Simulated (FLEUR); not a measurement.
# Ga (Cmcm) in FLEUR: a series of runs, part 2 of 2

FLEUR MaX-R8.1 (later development tree). Earlier steps stand in the parts before.

## 4. Equation of state, LDA, 17.94 Å³/atom (volume scaled by 0.96)

inp.xml

```xml
<?xml version="1.0" encoding="UTF-8" standalone="no"?>
<fleurInput fleurInputVersion="0.39">
   <comment>
      Ga                                                                                                  
   </comment>
   <calculationSetup>
      <cutoffs Kmax="4.3" Gmax="13.3" GmaxXC="13.3" numbands="0"/>
      <scfLoop itmax="60" minDistance="0.00001" maxIterBroyd="15" imix="Anderson" alpha="0.05" precondParam="0.0" spinf="2.0" sdNocoIR="T"/>
      <coreElectrons ctail="T" frcor="F" kcrel="0" coretail_lmax="0"/>
      <xcFunctional name="vwn" relativisticCorrections="F"/>
      <magnetism jspins="1"/>
      <soc l_soc="F" theta="0.0" phi="0.0" spav="F"/>
      <expertModes spex="0" secvar="F"/>
      <geometryOptimization l_f="F" forcealpha="1.0" forcemix="BFGS" epsdisp="0.00001" epsforce="0.00001"/>
      <ldaU l_linMix="F" mixParam="0.05" spinf="1.0"/>
   </calculationSetup>
   <cell>
      <bzIntegration valenceElectrons="42.0" mode="hist" fermiSmearingEnergy="0.00183747">
         <kPointListSelection listName="default-1"/>
         <!-- k-points included here -->
         <xi:include xmlns:xi="http://www.w3.org/2001/XInclude" href="kpts.xml"> </xi:include>
      </bzIntegration>
      <!-- symmetry operations included here -->
      <xi:include xmlns:xi="http://www.w3.org/2001/XInclude" href="sym.xml"> </xi:include>
      <bulkLattice scale="0.9864848297">
         <bravaisMatrix>
            <row-1>    2.7401028806699999    -7.6817366964990006     0.0000000000000000</row-1>
            <row-2>    2.7401028806699999     7.6817366964990006     0.0000000000000000</row-2>
            <row-3>    0.0000000000000000     0.0000000000000000     5.9904318149819993</row-3>
         </bravaisMatrix>
      </bulkLattice>
   </cell>
   <atomSpecies>
      <species name="Gallium (Ga)" element="Ga" atomicNumber="31">
         <mtSphere radius="2.28" gridPoints="777" logIncrement="0.016"/>
         <atomicCutoffs lmax="9" lnonsphr="9"/>
         <electronConfig flipSpins="F">
            <coreConfig>(1s1/2) (2s1/2) (2p1/2) (2p3/2)</coreConfig>
            <valenceConfig>(3s1/2) (3p1/2) (3p3/2) (4s1/2) (3d3/2) (3d5/2) (4p1/2) (4p3/2)</valenceConfig>
            <stateOccupation state="(4p1/2)" spinUp="0.166667" spinDown="0.166667"/>
            <stateOccupation state="(4p3/2)" spinUp="0.333333" spinDown="0.333333"/>
         </electronConfig>
         <energyParameters s="4" p="4" d="3" f="4"/>
         <lo type="SCLO" l="0" n="3" eDeriv="0"/>
         <lo type="SCLO" l="1" n="3" eDeriv="0"/>
         <lo type="SCLO" l="1" n="3" eDeriv="1"/>
         <lo type="HELO" l="2" n="4" eDeriv="0"/>
         <lo type="HELO" l="2" n="4" eDeriv="1"/>
         <lo type="SCLO" l="3" n="4" eDeriv="2"/>
      </species>
   </atomSpecies>
   <atomGroups>
      <atomGroup species="Gallium (Ga)">
         <relPos label="                   1">.1330000000 -.1330000000 -1.000/4.000</relPos>
         <relPos label="                   2">-.1330000000 .1330000000 1.000/4.000</relPos>
         <force calculate="T" relaxXYZ="TTT"/>
      </atomGroup>
   </atomGroups>
   <output dos="F" band="F" slice="F">
      <checks vchk="F" cdinf="F"/>
      <bandDOS minEnergy="-.5*Htr" maxEnergy="0.5*Htr" sigma="0.015" storeEVData="T"/>
      <vacuumDOS vacdos="F" integ="F" star="F" nstars="0" locx1="0.0" locy1="0.0" locx2="0.0" locy2="0.0" nstm="0" tworkf="0.0"/>
      <unfoldingBand unfoldBand="F" supercellX="1" supercellY="1" supercellZ="1"/>
      <plotting iplot="0" polar="F">
         <plot TwoD="T" vec1="  1.0  0.0  0.0" vec2="  0.0  1.0  0.0" vec3="  0.0  0.0  1.0" zero="  0.0  0.0  0.0" file="plot"/>
      </plotting>
      <chargeDensitySlicing numkpt="0" minEigenval="0.0" maxEigenval="0.0" nnne="0" pallst="F"/>
      <specialOutput eonly="F"/>
      <moessbauerParams electricFieldGradient="T" isomerShift="T" coreHyperfine="T" valenceHyperfine="T"/>
      <magneticCircularDichroism mcd="F" energyLo="-10.0" energyUp="0.0"/>
   </output>
  <!-- We include the file relax.xml here to enable relaxations (see documentation) -->
  <xi:include xmlns:xi="http://www.w3.org/2001/XInclude" href="relax.xml"> <xi:fallback/> </xi:include>
</fleurInput>
```

The run is started by

```
> inpgen -f crystal.txt -profile fastHighL
> # inp.xml edited to the form shown
> fleur_MPI
```

Wall time 97 s (1 thread of Arm Neoverse V2, shared host); peak memory 0.08 GiB.

It converged, with:

| Quantity | Value |
| --- | --- |
| Free energy | -105652.8798 eV |
| Band gap on the k mesh | none (metal or under the smearing width) |
| Valence electrons inside the program's atomic spheres | Ga 19.42 (radii Ga 2.28 bohr) |

## 5. Equation of state, LDA, 18.68 Å³/atom

inp.xml: that of step 4 with these lines changed.

```diff
@@ -24,3 +24,3 @@
       <xi:include xmlns:xi="http://www.w3.org/2001/XInclude" href="sym.xml"> </xi:include>
-      <bulkLattice scale="0.9864848297">
+      <bulkLattice scale="1.0000000000">
          <bravaisMatrix>
```

The run is started by

```
> inpgen -f crystal.txt -profile fastHighL
> # inp.xml edited to the form shown
> fleur_MPI
```

Wall time 2 min (1 thread of Arm Neoverse V2, shared host); peak memory 0.09 GiB.

Results (log left out):

| Item | Value |
| --- | --- |
| Free energy | -105652.8506 eV |
| Band gap on the k mesh | none (metal or under the smearing width) |
| Valence electrons inside the program's atomic spheres | Ga 19.39 (radii Ga 2.28 bohr) |

## 6. Equation of state, LDA, 19.43 Å³/atom (volume scaled by 1.04)

inp.xml: that of step 5 with these lines changed.

```diff
@@ -24,3 +24,3 @@
       <xi:include xmlns:xi="http://www.w3.org/2001/XInclude" href="sym.xml"> </xi:include>
-      <bulkLattice scale="1.0000000000">
+      <bulkLattice scale="1.0131594038">
          <bravaisMatrix>
```

Potentials or basis: all-electron, FLAPW.

The run is started by

```
> inpgen -f crystal.txt -profile fastHighL
> # inp.xml edited to the form shown
> fleur_MPI
```

Run time: 2 min. Hardware: 1 thread of Arm Neoverse V2, shared host; peak memory 0.09 GiB.

The run converged. Its results:

```
Free energy                                           : -105652.8046 eV
Band gap on the k mesh                                : none (metal or under the smearing width)
Valence electrons inside the program's atomic spheres : Ga 19.36 (radii Ga 2.28 bohr)
```

## 7. Equation of state, LDA, 19.81 Å³/atom (volume scaled by 1.06)

inp.xml: that of step 6 with these lines changed.

```diff
@@ -24,3 +24,3 @@
       <xi:include xmlns:xi="http://www.w3.org/2001/XInclude" href="sym.xml"> </xi:include>
-      <bulkLattice scale="1.0131594038">
+      <bulkLattice scale="1.0196128224">
          <bravaisMatrix>
```

The run is started by

```
> inpgen -f crystal.txt -profile fastHighL
> # inp.xml edited to the form shown
> fleur_MPI
```

Wall time 2.2 min (1 thread of Arm Neoverse V2, shared host); peak memory 0.09 GiB.

Results (log left out):

| Property | Result |
| --- | --- |
| Free energy | -105652.7766 eV |
| Band gap on the k mesh | none (metal or under the smearing width) |
| Valence electrons inside the program's atomic spheres | Ga 19.35 (radii Ga 2.28 bohr) |

## 8. Equation of state, LDA

This step only gathers the single runs of the series.

Results:

- Equilibrium volume: 17.35 Å³/atom (rough: see the caveat)
- Bulk modulus at fixed shape and positions: 68 GPa (rough)

Energy against volume, from the lowest point:
```
volume (Å³/atom)  energy (meV/atom)
          17.564               0.00
          17.937               3.35
          18.685              17.94
          19.432              40.94
          19.806              54.93
```

Caveat: the minimum lies outside the volumes run; the cell was scaled at fixed shape and fractional positions, which overstates the stiffness of a crystal with free parameters, most of all of layers and chains.
